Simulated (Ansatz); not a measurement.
**BN under changes of volume**

One of the cells (9.145 Å³/atom); the others are scaled copies at fixed shape and fractional positions:

```
CELL_PARAMETERS angstrom
1.25112 0.72234 3.37293
-1.25112 0.72234 3.37293
0.00000 -1.44467 3.37293
ATOMIC_POSITIONS crystal
N 0.66724 0.66724 0.66724
B 0.00033 0.00033 0.00033
```

The cell is a database's computed one.

| Item | Value |
| --- | --- |
| Program | Ansatz 0.2.0 |
| Functional | PBEsol |
| Potentials or basis | all-electron LAPW, scalar-relativistic |
| Cutoff | 525 eV (chosen from the basis error) |
| Basis error allowed | 0.001 eV/atom |
| k mesh | 12 × 12 × 12 |
| Occupations | fermi-dirac, width 0.05 eV |
| Spin | no spin polarisation |

| volume (Å³/atom) | energy over the lowest point (meV/atom) | pressure (GPa) | gap on the mesh (eV) | largest force (eV/Å) |
| --- | --- | --- | --- | --- |
| 8.596 | 29.59 | 17.3 | 4.25 | 0.002 |
| 8.779 | ? | ? | ? | ? |
| 8.962 | 3.64 | 5.8 | 4.21 | 0.001 |
| 9.145 | 0.00 | 0.7 | 4.18 | 0.003 |
| 9.328 | 1.87 | -3.9 | 4.16 | 0.004 |
| 9.510 | 8.77 | -8.1 | 4.14 | 0.005 |
| 9.693 | 20.26 | -12.0 | 4.11 | 0.007 |

**Question.** What does the run at 8.779 Å³/atom give?

**Answer.** Energy over the lowest point 13.31 meV/atom; pressure 11.3 GPa; gap on the mesh 4.23 eV; largest force 0.000 eV/Å.

Worked out: A Birch-Murnaghan fit of order 3 (a polynomial in V^(-2/3)) to the other rows has its minimum at 9.17 Å³/atom with B0 = V·E''(V) = 239 GPa and B' = 3.5 at fixed shape and positions, which overstates the stiffness. It gives 13.31 meV/atom at 8.779 Å³/atom, against the run's 13.31, and -dE/dV = 11.3 GPa, against 11.3. A straight line through the other rows of the gap, of slope -1.16 eV per unit of ln V, gives 4.23 eV, against the run's 4.23.

Energies are extrapolated to zero smearing.

A mesh can miss the band edges.
